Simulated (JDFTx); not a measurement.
The system is AgBr.

```
Ag Br
1.0
     0.00000    2.87015    2.87015
     2.87015    0.00000    2.87015
     2.87015    2.87015    0.00000
Ag Br
1 1
Direct
  0.00000 0.00000 0.00000
  0.50000 0.50000 0.50000
```

```yaml
Program: JDFTx 1.7.0 (patched build)
Task: single point
Functional: PBE
Potentials_or_basis: PseudoDojo-SR-PBE-0.5-standard
Cutoff: 1116 eV
Density_cutoff: 4463 eV
k_mesh: 8 × 8 × 8
Occupations: fermi-dirac, width 0.05 eV
Spin: no spin polarisation
```

On this cell: pressure 2.2 GPa; largest force zero by symmetry; band gap on the k mesh 0.67 eV, indirect (least direct gap 2.60 eV).

The same run follows on a disturbed copy (atoms moved at random, drawn with an rms of 0.05 Å):

```
CELL_PARAMETERS angstrom
0.00000 2.87015 2.87015
2.87015 0.00000 2.87015
2.87015 2.87015 0.00000
ATOMIC_POSITIONS crystal
Ag 0.00565 0.99636 0.00428
Br 0.51022 0.48856 0.50500
```

Task: What does the disturbed cell give?

Result: The energy moves by +0.2 meV/atom; pressure 2.2 GPa; largest force 0.035 eV/Å; band gap on the k mesh 0.67 eV, indirect (least direct gap 2.60 eV).

Forces in eV/Å, atoms in the order of the input:
```
Ag  -0.026  0.021 -0.012
Br   0.026 -0.019  0.012
```

Caveats: forces may be off by hundredths of an eV/Å (some runs); the empty levels aren't tightly converged (some runs).

A k mesh can miss the band edges.
